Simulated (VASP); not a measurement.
# Ti4C in VASP: a series of runs

One slab, Ti4C, is run at these levels: LDA; tasks: single point.

Program: VASP 6.6.1. These are calculated values, not measurements. Logs are shortened: lines on timing, memory, paths and dates and some standing lists are left out, and cuts for length are marked.

### 1 The cell of the first run

The cell holds a slab with vacuum, 5 atoms: a = 2.864 Å, b = 2.864 Å, c = 22.241 Å, α = 90.00°, β = 90.00°, γ = 120.00°.

### 2 Single point, LDA (C over (3/6, 2/6) of the surface cell, its height relaxed)

INCAR

```
SYSTEM = Ti4C
PREC = Accurate ; ENCUT = 520
EDIFF = 1E-6 ; ISMEAR = 0
SIGMA = 0.1 ; LREAL = .False.
LASPH = .True. ; NELM = 80
ALGO = Fast ; ISIF = 2
LWAVE = .False. ; LCHARG = .False.
LDIPOL = .True. ; IDIPOL = 3
DIPOL = 0.5 0.5 0.374 ; NBANDS = 34
```

KPOINTS

```
Automatic mesh
0
Gamma
  9 9 1
  0 0 0
```

POSCAR

```
Ti4C
1.0
    2.8639615639      0.0000000000      0.0000000000
   -1.4319807819      2.4802634698      0.0000000000
    0.0000000000      0.0000000000     22.2412339090
Ti C
4 1
Direct
    0.6666666667      0.3333333333      0.1798461370
    0.3333333333      0.6666666667      0.2817907594
    0.6666666667      0.3333333333      0.3878708239
    0.3333333333      0.6666666667      0.4829423562
    0.8333333333      1.0000000000      0.5377313532
```

Potentials or basis: VASP PAW LDA potentials, release 64 (Ti_sv, C).

Started as:

```sh
cat potpaw_LDA.64/Ti_sv/POTCAR potpaw_LDA.64/C/POTCAR > POTCAR
mpirun -np 1 vasp_std > vasp.out
```

OUTCAR:

```text
SYSTEM = Ti4C
   PREC = Accurate
   ENCUT = 520
   EDIFF = 1E-6
   ISMEAR = 0
   LREAL = .False.
   LASPH = .True.
   NELM = 80
   ISIF = 2

 ion  position               nearest neighbor table
   1  0.667  0.333  0.180-   2 2.81   2 2.81   2 2.81
   2  0.333  0.667  0.282-   1 2.81   1 2.81   1 2.81   3 2.88   3 2.88   3 2.88
   3  0.667  0.333  0.388-   4 2.68   4 2.68   4 2.68   2 2.88   2 2.88   2 2.88
   4  0.333  0.667  0.483-   5 1.75   5 2.11   5 2.41   3 2.68   3 2.68   3 2.68
   5  0.833  0.000  0.538-   4 1.75   4 2.11   4 2.41

  LATTYP: Found a hexagonal cell.
 ALAT       =     2.8639615639
 C/A-ratio  =     7.7658981843

  Lattice vectors:

 A1 = (   2.8639615639,   0.0000000000,   0.0000000000)
 A2 = (  -1.4319807819,   2.4802634698,   0.0000000000)
 A3 = (   0.0000000000,   0.0000000000,  22.2412339090)

Analysis of symmetry for initial positions (statically):
=====================================================================
 Subroutine PRICEL returns:
 Original cell was already a primitive cell.

 Routine SETGRP: Setting up the symmetry group for a
 hexagonal supercell.

 Subroutine GETGRP returns: Found  1 space group operations
 (whereof  1 operations were pure point group operations)
 out of a pool of 24 trial point group operations.

The static configuration has the point symmetry C_1 .

Analysis of symmetry for dynamics (positions and initial velocities):
=====================================================================
 Subroutine PRICEL returns:
 Original cell was already a primitive cell.

 Routine SETGRP: Setting up the symmetry group for a
 hexagonal supercell.

 Subroutine GETGRP returns: Found  1 space group operations
 (whereof  1 operations were pure point group operations)
 out of a pool of 24 trial point group operations.

The dynamic configuration has the point symmetry C_1 .

 Subroutine INISYM returns: Found  1 space group operations
 (whereof  1 operations are pure point group operations),
 and found     1 'primitive' translations

----------------------------------------------------------------------------------------

                                     Primitive cell

  volume of cell :     157.9879

  direct lattice vectors                    reciprocal lattice vectors
     2.863961564  0.000000000  0.000000000     0.349166697  0.201591487  0.000000000
    -1.431980782  2.480263470  0.000000000     0.000000000  0.403182973  0.000000000
     0.000000000  0.000000000 22.241233909     0.000000000  0.000000000  0.044961534
[... 102 lines left out ...]
   NUPDOWN=      -1.0000    fix difference up-down
   EMIN   =  10.00;   EMAX   =-10.00  energy-range for DOS
   EFERMI =   0.00;   METHOD = LEGACY
   ISMEAR =     0;   SIGMA  =   0.10  broadening in eV -4-tet -1-fermi 0-gaus
   EFERMI_NEDOS =   21; number of points for ismear=-14 and -15
   IALGO  =     68    algorithm
   IMIX   =      4    mixing-type and parameters
     AMIX     =   0.40;   BMIX     =  1.00
     AMIX_MAG =   1.60;   BMIX_MAG =  1.00
  volume/ion in A,a.u.               =      31.60       213.23
  Fermi-wavevector in a.u.,A,eV,Ry     =   1.130320  2.135995 17.383113  1.277623
  Thomas-Fermi vector in A             =   2.267016
   LORBIT       =      0    0 simple, 1 ext, 2 COOP (PROOUT), +10 PAW based schemes
   GGA     = CA    functional components
   LHFCALC =     F    Hartree Fock is set to
   AEXX    =    0.0000 exact exchange contribution
   IVDW    =     0    specifies the selected vdW correction
   LEPSILON=     F    determine dielectric tensor
   LRPA    =     F    only Hartree local field effects (RPA)
 non-spin polarized calculation
 RMM-DIIS sequential band-by-band and
 Gauss-broadening in eV      SIGMA  =   0.10
  energy-cutoff  :      520.00
  volume of cell :      157.99
 maximum number of plane-waves:      4289
 NGX is ok and might be reduce to    24
   NGX = 11   NGY = 11   NGZ = 83

 dipolmoment           0.000000      0.000000     -0.016817 electrons x Angstroem

 number of electron      52.0000013 magnetization

 dipolmoment           0.000000      0.000000      0.085177 electrons x Angstroem

 Free energy of the ion-electron system (eV)
  ---------------------------------------------------
  ext. energy  EPLUGINS =         0.00000000
  ---------------------------------------------------
  free energy    TOTEN  =       -39.64636107 eV

  energy without entropy =      -39.60337397  energy(sigma->0) =      -39.62486752

 E-fermi :   0.6610     XC(G=0):  -6.3087

 val. band max:        0.6606624148   @ k =   0.3333   0.3333   0.0000
 cond. band min:       0.6635668343   @ k =   0.3333  -0.1111   0.0000
 fundamental gap:      0.0029044195
 Fermi energy:         0.6609825391

 k-point     1 :       0.0000    0.0000    0.0000
  band No.  band energies     occupation
      1     -55.5054      2.00000
      2     -55.2809      2.00000
      3     -55.1604      2.00000
      4     -54.2926      2.00000
      5     -32.3638      2.00000
      6     -32.0790      2.00000
[... 877 lines left out ...]
     33       3.2419      0.00000
     34       4.0255      0.00000

 [... further k-points ...]

------------------------ aborting loop because EDIFF is reached ----------------------------------------

 vacuum level on the upper side and lower side of the slab       (xc-potential included)         0.938        -1.230

  FORCE on cell =-STRESS in cart. coord.  units (eV):
  Direction    XX          YY          ZZ          XY          YZ          ZX
  --------------------------------------------------------------------------------------
  -------------------------------------------------------------------------------------
  Total        0.4957346      2.0474267      0.4722855      1.5216288      2.3170015      1.5118790
  in kB        5.0273134     20.7632375      4.7895129     15.4310477     23.4970325     15.3321735
  external PRESSURE =      10.1933546 kB  Pullay stress =       0.0000000 kB

 VOLUME and BASIS-vectors are now :
 -----------------------------------------------------------------------------
  energy-cutoff  :      520.00
  volume of cell :      157.99
      direct lattice vectors                 reciprocal lattice vectors
     2.863961564  0.000000000  0.000000000     0.349166697  0.201591487  0.000000000
    -1.431980782  2.480263470  0.000000000     0.000000000  0.403182973  0.000000000
     0.000000000  0.000000000 22.241233909     0.000000000  0.000000000  0.044961534

 POSITION                                       TOTAL-FORCE (eV/Angst)
 -----------------------------------------------------------------------------------
      1.43198      0.82675      4.00000        -0.004110      0.000601      0.627268
     -0.00000      1.65351      6.26737         0.028604      0.015608     -0.416748
      1.43198      0.82675      8.62673         0.421853      0.038704     -1.300500
     -0.00000      1.65351     10.74123        -2.501201     -2.084598      0.998268
      2.38663      0.00000     11.95981         2.054855      2.029686      0.091712
 -----------------------------------------------------------------------------------
    total drift:                               -0.000208     -0.000132      0.001282

  FREE ENERGIE OF THE ION-ELECTRON SYSTEM (eV)
  ---------------------------------------------------
  free  energy   TOTEN  =       -39.6463610720 eV

  energy  without entropy=      -39.6033739723  energy(sigma->0) =      -39.62486752

 vacuum level on the upper side and lower side of the slab         7.389         5.170
```

stdout:

```text
POSCAR found type information on POSCAR TiC
 POSCAR found :  2 types and       5 ions
 scaLAPACK will be used
 LDA part: xc-table for (Slater(with rela. corr.)+CA(PZ))
 , standard interpolation
 POSCAR, INCAR and KPOINTS ok, starting setup
 FFT: planning ... GRIDC
 FFT: planning ... GRID_SOFT
 FFT: planning ... GRID
 WAVECAR not read
 entering main loop
WARNING in EDDRMM: call to ZHEGV failed, returncode =   6  3     21
WARNING in EDDRMM: call to ZHEGV failed, returncode =   8  4     16
WARNING in EDDRMM: call to ZHEGV failed, returncode =   8  4     10
WARNING in EDDRMM: call to ZHEGV failed, returncode =   8  4     28
WARNING in EDDRMM: call to ZHEGV failed, returncode =   6  3     15
```

It took 15 min on 1 thread of Intel Xeon 6975P-C (Granite Rapids), shared host; peak memory 0.34 GiB.

What came out:

```
Free energy            : -39.6464 eV
Largest force          : 3.406 eV/Å
Band gap on the k mesh : none (metal or under the smearing width)
```

Forces on the atoms (eV/Å):
```
Ti  -0.004  0.001  0.627
Ti   0.029  0.016 -0.417
Ti   0.422  0.039 -1.300
Ti  -2.501 -2.085  0.998
C    2.055  2.030  0.092
```

Levels at points of the mesh, in eV from the Fermi level:
```tsv
k point	band 22	band 23	band 24	band 25	band 26	band 27	band 28	band 29	band 30	band 31
(0.00, 0.00, 0.00)	-0.59	-0.21	-0.17	0.38	0.46	0.74	0.74	0.79	0.82	0.92
```

### 3 Single point, LDA (C over (0/6, 3/6) of the surface cell, its height relaxed)

INCAR

```
SYSTEM = Ti4C
ALGO = Fast
DIPOL = 0.5 0.5 0.374
EDIFF = 1E-6
ENCUT = 520
GGA = CA
IDIPOL = 3
ISIF = 2
ISMEAR = 0
LASPH = .TRUE.
LCHARG = .FALSE.
LDIPOL = .TRUE.
LREAL = .FALSE.
LWAVE = .FALSE.
NBANDS = 34
NELM = 100
PREC = Accurate
SIGMA = 0.1
```

KPOINTS

```
k-points
0
G
  9 9 1
  0 0 0
```

POSCAR

```
Ti4C
1.0
    2.8639615639      0.0000000000      0.0000000000
   -1.4319807819      2.4802634698      0.0000000000
    0.0000000000      0.0000000000     22.2412339090
Ti C
4 1
Direct
    0.6666666667      0.3333333333      0.1798461370
    0.3333333333      0.6666666666      0.2817907594
    0.6666666667      0.3333333333      0.3878708239
    0.3333333333      0.6666666666      0.4829423562
    0.3333333333      1.1666666666      0.5365131962
```

Potentials or basis: VASP PAW LDA potentials, release 64 (Ti_sv, C).

Started as:

```sh
cat potpaw_LDA.64/Ti_sv/POTCAR potpaw_LDA.64/C/POTCAR > POTCAR
mpirun -np 1 vasp_std > vasp.out
```

OUTCAR:

```text
SYSTEM = Ti4C
   EDIFF = 1E-6
   ENCUT = 520
   GGA = CA
   ISIF = 2
   ISMEAR = 0
   LASPH = .TRUE.
   LREAL = .FALSE.
   NELM = 100
   PREC = Accurate

 ion  position               nearest neighbor table
   1  0.667  0.333  0.180-   2 2.81   2 2.81   2 2.81
   2  0.333  0.667  0.282-   1 2.81   1 2.81   1 2.81   3 2.88   3 2.88   3 2.88
   3  0.667  0.333  0.388-   4 2.68   4 2.68   4 2.68   2 2.88   2 2.88   2 2.88
   4  0.333  0.667  0.483-   5 1.86   5 1.86   3 2.68   3 2.68   3 2.68
   5  0.333  0.167  0.537-   4 1.86   4 1.86

  LATTYP: Found a hexagonal cell.
 ALAT       =     2.8639615639
 C/A-ratio  =     7.7658981843

  Lattice vectors:
[... 1094 lines left out ...]
  Total        0.1684406      3.3840329      0.6421837     -2.7847846      0.3493475      0.6050877
  in kB        1.7081797     34.3179456      6.5124734    -28.2408858      3.5427813      6.1362781
  external PRESSURE =      14.1795329 kB  Pullay stress =       0.0000000 kB

 VOLUME and BASIS-vectors are now :
 -----------------------------------------------------------------------------
  energy-cutoff  :      520.00
  volume of cell :      157.99
      direct lattice vectors                 reciprocal lattice vectors
     2.863961564  0.000000000  0.000000000     0.349166697  0.201591487  0.000000000
    -1.431980782  2.480263470  0.000000000     0.000000000  0.403182973  0.000000000
     0.000000000  0.000000000 22.241233909     0.000000000  0.000000000  0.044961534

 POSITION                                       TOTAL-FORCE (eV/Angst)
 -----------------------------------------------------------------------------------
      1.43198      0.82675      4.00000         0.008516      0.004917      0.643298
      0.00000      1.65351      6.26737        -0.009973     -0.005758     -0.390095
      1.43198      0.82675      8.62673        -0.315172     -0.181964     -1.516100
      0.00000      1.65351     10.74123         0.357909      0.206639      1.204781
      0.71599      0.41338     11.93272        -0.041280     -0.023833      0.058117
 -----------------------------------------------------------------------------------
    total drift:                                0.000151      0.000088      0.000722

  FREE ENERGIE OF THE ION-ELECTRON SYSTEM (eV)
  ---------------------------------------------------
  free  energy   TOTEN  =       -39.8994859054 eV

  energy  without entropy=      -39.8670190872  energy(sigma->0) =      -39.88325250

 vacuum level on the upper side and lower side of the slab         7.225         5.295
```

OSZICAR:

```text
N       E                     dE             d eps       ncg     rms          rms(c)
DAV:   1     0.667203226153E+03    0.66720E+03   -0.28265E+04  1876   0.162E+03
DAV:   2     0.448293943276E+02   -0.62237E+03   -0.61083E+03  1796   0.511E+02
DAV:   3    -0.347783228299E+02   -0.79608E+02   -0.77011E+02  2890   0.159E+02
[... 38 lines left out ...]
RMM:  42    -0.398994827477E+02   -0.11701E-05   -0.16370E-05  1865   0.175E-02    0.271E-03
RMM:  43    -0.398994837075E+02   -0.95981E-06   -0.13871E-05  1844   0.166E-02    0.289E-03
RMM:  44    -0.398994845615E+02   -0.85402E-06   -0.12418E-05  1810   0.156E-02    0.302E-03
RMM:  45    -0.398994852580E+02   -0.69642E-06   -0.10512E-05  1770   0.148E-02    0.315E-03
RMM:  46    -0.398994859054E+02   -0.64744E-06   -0.97951E-06  1784   0.142E-02
   1 F= -.39899486E+02 E0= -.39883252E+02  d E =-.324668E-01
```

Run time: 9.5 min. Hardware: 1 thread of Intel Xeon 6975P-C (Granite Rapids), shared host; peak memory 0.3 GiB.

Results:

| Item | Value |
| --- | --- |
| Free energy | -39.8995 eV |
| Largest force | 1.559 eV/Å |
| Band gap on the k mesh | none (metal or under the smearing width) |

Forces in eV/Å, atoms in the order of the input:
```
Ti   0.009  0.005  0.643
Ti  -0.010 -0.006 -0.390
Ti  -0.315 -0.182 -1.516
Ti   0.358  0.207  1.205
C   -0.041 -0.024  0.058
```

Levels at points of the mesh, in eV from the Fermi level:
```tsv
k point	band 22	band 23	band 24	band 25	band 26	band 27	band 28	band 29	band 30	band 31
(0.00, 0.00, 0.00)	-0.64	-0.36	-0.22	0.38	0.58	0.73	0.73	0.77	0.88	1.07
```
